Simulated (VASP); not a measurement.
# InAs (F-43m) in VASP: notebook, part 2 of 2

VASP 6.6.1. The steps go on from the part before.

### 4 Single point, PBEsol

The input, INCAR:

```
SYSTEM = InAs
  PREC = Accurate
  ENCUT = 520
  EDIFF = 1E-6
  ISMEAR = 0
  SIGMA = 0.05
  LREAL = .False.
  LASPH = .True.
  NELM = 60
  ALGO = Normal
  ISIF = 2
  LWAVE = .False.
  LCHARG = .False.
  GGA = PS
  NBANDS = 16
```

The input, KPOINTS:

```
Automatic mesh
0
Gamma
  8 8 8
  0 0 0
```

The input, POSCAR:

```
InAs
1.0
    0.0000000000      3.0180000000      3.0180000000
    3.0180000000      0.0000000000      3.0180000000
    3.0180000000      3.0180000000      0.0000000000
In As
1 1
Direct
    0.0000000000      0.0000000000      0.0000000000
    0.7500000000      0.7500000000      0.7500000000
```

Potentials or basis: VASP PAW PBE potentials, release 64 (In_d, As).

The run is started by

```console
$ cat potpaw_PBE.64/In_d/POTCAR potpaw_PBE.64/As/POTCAR > POTCAR
$ mpirun -np 1 vasp_std > vasp.out
```

OUTCAR:

```text
SYSTEM = InAs
   PREC = Accurate
   ENCUT = 520
   EDIFF = 1E-6
   ISMEAR = 0
   LREAL = .False.
   LASPH = .True.
   NELM = 60
   ISIF = 2
   GGA = PS

 ion  position               nearest neighbor table
   1  0.000  0.000  0.000-   2 2.61   2 2.61   2 2.61   2 2.61
   2  0.750  0.750  0.750-   1 2.61   1 2.61   1 2.61   1 2.61

  LATTYP: Found a face centered cubic cell.
 ALAT       =     6.0360000000

  Lattice vectors:

 A1 = (   0.0000000000,   3.0180000000,   3.0180000000)
 A2 = (   3.0180000000,   0.0000000000,   3.0180000000)
 A3 = (   3.0180000000,   3.0180000000,   0.0000000000)

Analysis of symmetry for initial positions (statically):
=====================================================================
 Subroutine PRICEL returns:
 Original cell was already a primitive cell.

 Routine SETGRP: Setting up the symmetry group for a
 face centered cubic supercell.

 Subroutine GETGRP returns: Found 24 space group operations
 (whereof 24 operations were pure point group operations)
 out of a pool of 48 trial point group operations.

The static configuration has the point symmetry T_d .

Analysis of symmetry for dynamics (positions and initial velocities):
=====================================================================
 Subroutine PRICEL returns:
 Original cell was already a primitive cell.

 Routine SETGRP: Setting up the symmetry group for a
 face centered cubic supercell.

 Subroutine GETGRP returns: Found 24 space group operations
 (whereof 24 operations were pure point group operations)
 out of a pool of 48 trial point group operations.

The dynamic configuration has the point symmetry T_d .

 Subroutine INISYM returns: Found 24 space group operations
 (whereof 24 operations are pure point group operations),
 and found     1 'primitive' translations

----------------------------------------------------------------------------------------

                                     Primitive cell

  volume of cell :      54.9778

  direct lattice vectors                    reciprocal lattice vectors
     0.000000000  3.018000000  3.018000000    -0.165672631  0.165672631  0.165672631
     3.018000000  0.000000000  3.018000000     0.165672631 -0.165672631  0.165672631
     3.018000000  3.018000000  0.000000000     0.165672631  0.165672631 -0.165672631

  length of vectors
     4.268096531  4.268096531  4.268096531     0.286953414  0.286953414  0.286953414

  position of ions in fractional coordinates (direct lattice)
     0.000000000  0.000000000  0.000000000
     0.750000000  0.750000000  0.750000000

  ion indices of the primitive-cell ions
   primitive index   ion index
                 1           1
                 2           2

----------------------------------------------------------------------------------------

 KPOINTS: Automatic mesh

Automatic generation of k-mesh.
 Grid dimensions read from file:
 generate k-points for:    8    8    8

 Generating k-lattice:

  Cartesian coordinates                     Fractional coordinates (reciprocal lattice)
    -0.020709079  0.020709079  0.020709079     0.125000000  0.000000000  0.000000000
     0.020709079 -0.020709079  0.020709079     0.000000000  0.125000000  0.000000000
     0.020709079  0.020709079 -0.020709079     0.000000000  0.000000000  0.125000000

  Length of vectors
     0.035869177  0.035869177  0.035869177

  Shift w.r.t. Gamma in fractional coordinates (k-lattice)
     0.000000000  0.000000000  0.000000000

 Subroutine IBZKPT returns following result:
 ===========================================

 Found     29 irreducible k-points:

 Following reciprocal coordinates:
            Coordinates               Weight
  0.000000  0.000000  0.000000      1.000000
  0.125000  0.000000  0.000000      8.000000
  0.250000  0.000000  0.000000      8.000000
  0.375000  0.000000  0.000000      8.000000
  0.500000  0.000000  0.000000      4.000000
  0.125000  0.125000  0.000000      6.000000
[... 16 lines left out ...]
  0.500000  0.250000  0.125000     48.000000
 -0.375000  0.250000  0.125000     24.000000
 [... further k-points ...]
   k-points           NKPTS =     29   k-points in BZ     NKDIM =     29   number of bands    NBANDS=     16
   number of dos      NEDOS =    301   number of ions     NIONS =      2
   total plane-waves  NPLWV =  32768
   dimension x,y,z NGX =    32 NGY =   32 NGZ =   32
   dimension x,y,z NGXF=    64 NGYF=   64 NGZF=   64
   ions per type =               1   1
   NGX,Y,Z   is equivalent  to a cutoff of  12.46, 12.46, 12.46 a.u.
   NGXF,Y,Z  is equivalent  to a cutoff of  24.93, 24.93, 24.93 a.u.
 SYSTEM =  InAs
   PREC   = accura    normal or accurate (medium, high low for compatibility)
   ISTART =      0    job   : 0-new  1-cont  2-samecut
   ICHARG =      2    charge: 1-file 2-atom 10-const
   ISPIN  =      1    spin polarized calculation?
   LNONCOLLINEAR =      F non collinear calculations
   LSORBIT =      F    spin-orbit coupling
   LASPH  =      T    aspherical Exc in radial PAW
   ENCUT  =  520.0 eV  38.22 Ry    6.18 a.u.   7.94  7.94  7.94*2*pi/ulx,y,z
   NELM   =     60;   NELMIN=  2; NELMDL= -5     # of ELM steps
   EDIFF  = 0.1E-05   stopping-criterion for ELM
   LREAL  =      F    real-space projection
   EDIFFG = 0.1E-04   stopping-criterion for IOM
   NSW    =      0    number of steps for IOM
   IBRION =     -1    ionic relax: 0-MD 1-quasi-New 2-CG
   NFREE  =      0    steps in history (QN), initial steepest desc. (CG)
   ISIF   =      2    stress and relaxation
   ISYM   =      2    0-nonsym 1-usesym 2-fastsym
   POTIM  = 0.5000    time-step for ionic-motion
   TEBEG  =    0.0;   TEEND  =   0.0 temperature during run
   PSTRESS=    0.0 pullay stress
   NELECT =      18.0000    total number of electrons
   NUPDOWN=      -1.0000    fix difference up-down
   EMIN   =  10.00;   EMAX   =-10.00  energy-range for DOS
   EFERMI =   0.00;   METHOD = LEGACY
   ISMEAR =     0;   SIGMA  =   0.05  broadening in eV -4-tet -1-fermi 0-gaus
   EFERMI_NEDOS =   21; number of points for ismear=-14 and -15
   IALGO  =     38    algorithm
   IMIX   =      4    mixing-type and parameters
     AMIX     =   0.40;   BMIX     =  1.00
     AMIX_MAG =   1.60;   BMIX_MAG =  1.00
  volume/ion in A,a.u.               =      27.49       185.50
  Fermi-wavevector in a.u.,A,eV,Ry     =   1.128331  2.132236 17.321990  1.273130
  Thomas-Fermi vector in A             =   2.265020
   LORBIT       =      0    0 simple, 1 ext, 2 COOP (PROOUT), +10 PAW based schemes
   GGA     = PS    functional components
   LHFCALC =     F    Hartree Fock is set to
   AEXX    =    0.0000 exact exchange contribution
   IVDW    =     0    specifies the selected vdW correction
   LEPSILON=     F    determine dielectric tensor
   LRPA    =     F    only Hartree local field effects (RPA)
 non-spin polarized calculation
 Gauss-broadening in eV      SIGMA  =   0.05
  energy-cutoff  :      520.00
  volume of cell :       54.98
 maximum number of plane-waves:      1494
   NGX = 15   NGY = 15   NGZ = 15

 number of electron      17.9999991 magnetization

 Free energy of the ion-electron system (eV)
  ---------------------------------------------------
  ext. energy  EPLUGINS =         0.00000000
  ---------------------------------------------------
  free energy    TOTEN  =        -8.47919958 eV

  energy without entropy =       -8.47904893  energy(sigma->0) =       -8.47912425

 E-fermi :   4.4449     XC(G=0):  -9.3078

 val. band max:        4.4296463767   @ k =   0.0000   0.0000   0.0000
 cond. band min:       5.3146595255   @ k =   0.5000   0.0000   0.0000
 fundamental gap:      0.8850131488
 Fermi energy:         4.4448748318

 k-point     1 :       0.0000    0.0000    0.0000
  band No.  band energies     occupation
      1      -9.9160      2.00000
      2      -9.9160      2.00000
      3      -9.9160      2.00000
      4      -9.7857      2.00000
      5      -9.7857      2.00000
      6      -7.4966      2.00000
[... 8 lines left out ...]
     15      14.1095      0.00000
     16      14.1095      0.00000
[... 419 lines left out ...]
 k-point    24 :      -0.3750    0.2500    0.1250
  band No.  band energies     occupation
      1     -10.0634      2.00000
      2      -9.8745      2.00000
      3      -9.8604      2.00000
      4      -9.7912      2.00000
      5      -9.7781      2.00000
      6      -5.7214      2.00000
[... 8 lines left out ...]
     15      14.7457      0.00000
     16      15.4922      0.00000

 [... further k-points ...]

------------------------ aborting loop because EDIFF is reached ----------------------------------------

  FORCE on cell =-STRESS in cart. coord.  units (eV):
  Direction    XX          YY          ZZ          XY          YZ          ZX
  --------------------------------------------------------------------------------------
  -------------------------------------------------------------------------------------
  Total        0.5506826      0.5506826      0.5506826     -0.0000000     -0.0000000      0.0000000
  in kB       16.0481219     16.0481219     16.0481219     -0.0000000     -0.0000000      0.0000000
  external PRESSURE =      16.0481219 kB  Pullay stress =       0.0000000 kB

 VOLUME and BASIS-vectors are now :
 -----------------------------------------------------------------------------
  energy-cutoff  :      520.00
  volume of cell :       54.98
      direct lattice vectors                 reciprocal lattice vectors
     0.000000000  3.018000000  3.018000000    -0.165672631  0.165672631  0.165672631
     3.018000000  0.000000000  3.018000000     0.165672631 -0.165672631  0.165672631
     3.018000000  3.018000000  0.000000000     0.165672631  0.165672631 -0.165672631

 POSITION                                       TOTAL-FORCE (eV/Angst)
 -----------------------------------------------------------------------------------
      0.00000      0.00000      0.00000        -0.000000     -0.000000     -0.000000
      4.52700      4.52700      4.52700         0.000000      0.000000      0.000000
 -----------------------------------------------------------------------------------
    total drift:                                0.000000      0.000000      0.000000

  FREE ENERGIE OF THE ION-ELECTRON SYSTEM (eV)
  ---------------------------------------------------
  free  energy   TOTEN  =        -8.4791995759 eV

  energy  without entropy=       -8.4790489291  energy(sigma->0) =       -8.47912425
```

stdout:

```text
POSCAR found type information on POSCAR InAs
 POSCAR found :  2 types and       2 ions
 scaLAPACK will be used
 -----------------------------------------------------------------------------
|                                                                             |
|                                                                             |
|     You enforced a specific xc type in the INCAR file but a different       |
|     I HOPE YOU KNOW WHAT YOU ARE DOING!                                     |
|                                                                             |
 -----------------------------------------------------------------------------

 LDA part: xc-table for (Slater+PW92), standard interpolation
 POSCAR, INCAR and KPOINTS ok, starting setup
 FFT: planning ... GRIDC
 FFT: planning ... GRID_SOFT
 FFT: planning ... GRID
 WAVECAR not read
 entering main loop
```

It took 25 s on 1 thread of Intel Xeon Platinum 8488C (Sapphire Rapids), shared host; peak memory 0.18 GiB.

What came out:

```
Free energy            : -8.4792 eV
Pressure               : 1.6 GPa
Band gap on the k mesh : none (metal or under the smearing width)
```

Caveat: the PAW data sets were made with another functional, which shifts forces and pressure a little; this crystal is a semiconductor, whose small gap the functional closes, so the metal is an error of the method.

### 5 Single point, PBEsol

The input, run.py:

```python
from ase import Atoms
from ase.calculators.vasp import Vasp
from ase.dft.bandgap import bandgap

atoms = Atoms(
    ['In', 'As'],
    cell=[[0.0, 3.018, 3.018], [3.018, 0.0, 3.018], [3.018, 3.018, 0.0]],
    scaled_positions=[[0.0, 0.0, 0.0], [0.75, 0.75, 0.75]],
    pbc=True,
)
calc = Vasp(
    directory='calc',
    xc='pbesol',
    pp='PBE',
    setups='materialsproject',
    prec='Accurate',
    encut=520,
    ediff=1e-07,
    ismear=0,
    sigma=0.05,
    lreal=False,
    lasph=True,
    nelm=60,
    algo='Fast',
    isif=2,
    lwave=False,
    lcharg=False,
    kpts=[8, 8, 8],
    gamma=True,
)
atoms.calc = calc

print('energy (eV):', atoms.get_potential_energy())
print('free energy (eV):', atoms.get_potential_energy(force_consistent=True))
print('forces (eV/A):')
print(atoms.get_forces())
print('stress (eV/A^3, Voigt):', atoms.get_stress())
print('Fermi level (eV):', calc.get_fermi_level())
gap, top, bottom = bandgap(calc)
print('band gap (eV):', gap, 'from (spin, k, band)', top, 'to', bottom)
```

The run is started by

```console
$ python run.py
```

Run time: 35 s. Hardware: 1 thread of Intel Xeon Platinum 8488C (Sapphire Rapids), shared host; peak memory 0.18 GiB.

The run converged. Its results:

```
Free energy            : -8.4792 eV
Pressure               : 1.6 GPa
Band gap on the k mesh : none (metal or under the smearing width)
```

Levels at points of the mesh, in eV from the Fermi level:
| k point | band 6 | band 7 | band 8 | band 9 | band 10 | band 11 | band 12 | band 13 |
| --- | --- | --- | --- | --- | --- | --- | --- | --- |
| (0.00, 0.00, 0.00) | -11.94 | -0.27 | -0.02 | -0.02 | -0.02 | 3.84 | 3.84 | 3.84 |
| (0.50, 0.00, 0.00) | -10.44 | -5.86 | -1.02 | -1.02 | 0.87 | 4.61 | 4.61 | 6.71 |
| (0.50, 0.50, 0.00) | -9.89 | -5.92 | -2.38 | -2.38 | 1.41 | 1.96 | 9.10 | 9.24 |

Caveat: the PAW data sets were made with another functional, which shifts forces and pressure a little; this crystal is a semiconductor, whose small gap the functional closes, so the metal is an error of the method.

### 6 The reference run

An earlier run on the cell as given: functional PBE; potentials or basis VASP PAW PBE potentials, release 64 (In_d, As); cutoff 520 eV; k mesh 8 × 8 × 8; occupations fermi-dirac, width 0.05 eV; no spin polarisation.

* Pressure: 4.4 GPa
* Band gap on the k mesh: none (metal or under the smearing width)

### 7 The runs side by side

| task | level | potentials or basis | cell | k mesh | cutoff (eV) | smearing | grid for exact exchange (PRECFOCK) | mesh quality | gap on the mesh (eV) | pressure (GPa) |
| --- | --- | --- | --- | --- | --- | --- | --- | --- | --- | --- |
| relaxation of cell and atoms | HSE03 | VASP PAW PBE potentials, release 64 (In_d, As) | relaxed | 4 × 4 × 4 | 600 | fermi-dirac 0.05 eV | Fast | coarse | 0.20 | 0.0 |
| single point | PBE | VASP PAW PBE potentials, release 64 (In_d_GW, As_GW) | as given | 5 × 5 × 5 | 450 | gaussian 0.02 eV | - | coarse | none | 4.4 |
| single point | PBEsol | VASP PAW PBE potentials, release 64 (In_d, As) | as given | 8 × 8 × 8 | 520 | gaussian 0.05 eV | - | not flagged | none | 1.6 |
| single point | PBE | VASP PAW PBE potentials, release 64 (In_d, As) | as given | 8 × 8 × 8 | 520 | fermi-dirac 0.05 eV | - | not flagged | none | 4.4 |

Alike in all rows: no spin polarisation.

Caveats: some runs use coarse meshes; this crystal is a semiconductor, whose small gap the functional closes, so the metal is an error of the method (some runs); the PAW data sets were made with another functional, which shifts forces and pressure a little (some runs); spin-orbit coupling is left out, which moves the levels of the heavy elements (some runs).

Absolute energies hang on the potentials; compare differences alone.

### 8 How close it comes

Step 4. Against the measured gap of InAs, 0.418 eV (direct; 4.2 K; a printed reference work, data compilation), the calculated 0.00 eV is off by -0.42 eV. Spin-orbit coupling on As, In is left out. The value is that of PBEsol on a finite k mesh, which can miss the band edges, without temperature or zero-point motion. Semilocal functionals fall short of measured gaps as a rule.

Step 5. Measured gap of InAs: 0.418 eV (direct; 4.2 K; a printed reference work, data compilation). This calculation gives 0.00 eV (-0.42 eV). Spin-orbit coupling on As, In is left out. The value is that of PBEsol on a finite k mesh, which can miss the band edges, without temperature or zero-point motion. Semilocal functionals fall short of measured gaps as a rule.
